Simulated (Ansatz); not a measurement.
## Y under changes of volume

One of the cells (34.024 Å³/atom); the others are scaled copies at fixed shape and fractional positions:

```
CELL_PARAMETERS angstrom
3.64254 0.00000 0.00000
-1.82127 3.15454 0.00000
0.00000 0.00000 11.84413
ATOMIC_POSITIONS crystal
Y 0.66667 0.33333 0.75000
Y 0.00000 0.00000 0.50000
Y 0.33333 0.66667 0.25000
Y 0.00000 0.00000 0.00000
```

- Program: Ansatz 0.2.0
- Functional: PBEsol
- Potentials or basis: Ansatz PAW
- Cutoff: 420 eV (not typed: the program's choice for these potentials)
- k mesh: 8 × 8 × 3
- Occupations: fermi-dirac, width 0.05 eV
- Spin: no spin polarisation

| volume (Å³/atom) | energy over the lowest point (meV/atom) | pressure (GPa) |
| --- | --- | --- |
| 31.982 | 0.00 | -1.4 |
| 32.663 | 7.95 | -2.2 |
| 33.343 | ? | ? |
| 34.024 | 32.72 | -3.5 |
| 34.704 | 49.04 | -4.1 |
| 35.385 | 67.70 | -4.6 |
| 36.065 | 88.50 | -5.1 |

Problem. What does the run at 33.343 Å³/atom give?

Solution. Energy over the lowest point 18.94 meV/atom; pressure -2.9 GPa.

Worked out: A Birch-Murnaghan fit of order 3 (a polynomial in V^(-2/3)) to the other rows has no minimum within the range. It gives 18.93 meV/atom at 33.343 Å³/atom, against the run's 18.94, and -dE/dV = -2.9 GPa, against -2.9.

Energies are extrapolated to zero smearing.

Caveats: the PAW data sets come from PBE, with cores solved anew for the run's functional, which leaves a small shift of forces and pressure.
